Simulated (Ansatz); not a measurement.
Set up this calculation in Ansatz 0.2.0, as the native input.

```
Task                : single point
Functional          : PBE
Potentials or basis : Ansatz PAW
Cutoff              : 420 eV (not typed: the program's choice for these potentials)
k mesh              : 11 × 11 × 11
Occupations         : gaussian, width 0.017 eV
Spin                : no spin polarisation
```

Crystal: Ta.

```
Ta
1.0
    -1.65128    1.65128    1.65128
     1.65128   -1.65128    1.65128
     1.65128    1.65128   -1.65128
Ta
1
Cartesian
  0.0000 0.0000 0.0000
```

These files were run (other wordings do the same):

input.yaml

```yaml
crystal:
  lattice:
    - [-1.65128, 1.65128, 1.65128]
    - [1.65128, -1.65128, 1.65128]
    - [1.65128, 1.65128, -1.65128]
  atoms:
    - { symbol: Ta, position: [0.0, 0.0, 0.0] }
hamiltonian:
  xc: pbe
  pseudopotentials: { kind: paw }
kpoints:
  mp_grid: { grid: [11, 11, 11] }
scf:
  occupations: { method: gaussian, width: 0.017 }
output:
  forces: true
  stress: true
  eigenvalues: true
```

Potentials or basis: Ansatz PAW.

The run is started by

```console
$ ansatz run input.yaml --threads 2 --pin off --max-ram 5632MiB --backend cpu --events-out ev --progress --plain --runs-dir out
```

It gave:

* Pressure: 2.1 GPa
* Band gap on the k mesh: none (metal or under the smearing width)

It took 0.68 s on 2 threads of Intel(R) Xeon(R) Processor @ 2.70GHz, on a shared host, peak memory 0.29 GiB.
